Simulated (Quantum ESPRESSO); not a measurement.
**HfC in Quantum ESPRESSO: the effect of functional**

The system is HfC.

```xyz
2
Lattice="0.0000 2.3250 2.3250 2.3250 0.0000 2.3250 2.3250 2.3250 0.0000" Properties=species:S:1:pos:R:3 pbc="T T T"
Hf    2.3250    2.3250    2.3250
C     0.0000    0.0000    0.0000
```

Alike in all runs:

| Item | Value |
| --- | --- |
| Program | Quantum ESPRESSO 7.5 |
| Task | phonon dispersion |
| Cutoff | 1116 eV |
| Density cutoff | 4463 eV |
| k mesh | 8 × 8 × 8 |
| Occupations | cold, width 0.2 eV |
| Spin | no spin polarisation |

Each run relaxes the cell or the atoms first.

| functional | potentials or basis | relaxed volume (Å³/atom) | highest phonon frequency (cm⁻¹) |
| --- | --- | --- | --- |
| LDA | PseudoDojo 0.4.1 SR LDA standard | 11.87 | 720 |
| PBE | PseudoDojo 0.4.1 SR PBE standard | ? | ? |
| PBEsol | PseudoDojo 0.4.1 SR PBEsol standard | 12.24 | 701 |

**Question.** What does the run with functional PBE give?

**Answer.** Relaxed volume 12.58 Å³/atom; highest phonon frequency 687 cm⁻¹.

Caveats: the mesh is thin for the phonons of a metal.
